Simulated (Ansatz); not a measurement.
Wanted: the native input for an Ansatz 0.2.0 run.

* Task: relaxation of cell and atoms
* Functional: PBEsol
* Dispersion: D3(BJ)
* Potentials or basis: Ansatz PAW
* Cutoff: 420 eV (not typed: the program's choice for these potentials)
* k mesh: 9 × 9 × 5
* Occupations: fermi-dirac, width 0.05 eV
* Spin: no spin polarisation

Pb:

```
Pb
1.0
     3.03861   -1.75032    0.00000
     3.03861    1.75032    0.00000
    -2.11546    0.00000    6.09522
Pb
2
Cartesian
  3.9848 0.0000 4.4269
  -0.0230 0.0000 1.6683
```

This isn't the form of Pb at room conditions, which is fcc.

The input as run:

input.yaml

```yaml
crystal:
  lattice:
    - [3.0386068135, -1.75031996, 0.0]
    - [3.0386068135, 1.75031996, 0.0]
    - [-2.1154626375, 0.0, 6.0952248674]
  atoms:
    - { symbol: Pb, position: [0.90850841, 0.90850841, 0.7262922] }
    - { symbol: Pb, position: [0.09149159, 0.09149159, 0.2737078] }
hamiltonian:
  xc: pbesol
  pseudopotentials: { kind: paw }
  dispersion: d3bj
kpoints:
  mp_grid: { grid: [9, 9, 5] }
scf:
  occupations: { method: fermi_dirac, width: 0.05 }
output:
  forces: true
  stress: true
  eigenvalues: true
  write_density: true
  write_potential: true
  elf: true
  volumetric_format: npy
relax:
  f_tol: 0.01
  max_steps: 40
  cell: { stress_tol: 0.05 }
```

Potentials or basis: Ansatz PAW.

The run is started by

```console
$ ansatz run input.yaml --threads 2 --pin off --max-ram 5632MiB --backend cpu --events-out ev --progress --plain --runs-dir out
```

It gave:

* Relaxed volume: 28.56 Å³/atom
* Relaxed cell: a = 3.458 Å, b = 3.458 Å, c = 6.918 Å, α = 121.34°, β = 121.34°, γ = 59.64°
* Space group after relaxing (to 0.05 Å): C2/m (No. 12)
* Energy gained by relaxing: 124.2 meV/atom
* Ionic steps: 17
* Pressure after relaxing: 0.0 GPa
* Band gap on the k mesh: none (metal or under the smearing width)

Caveat: the plane-wave basis is chosen anew once the cell has moved, so the energies of steps on either side of that aren't comparable; pairwise dispersion overbinds metals, which lowers pressure and volume; the PAW data sets come from PBE, with cores solved anew for the run's functional, which leaves a small shift of forces and pressure.

Run time: 80 s on 2 threads of Arm Neoverse V2 (shared host), peak memory 0.42 GiB.
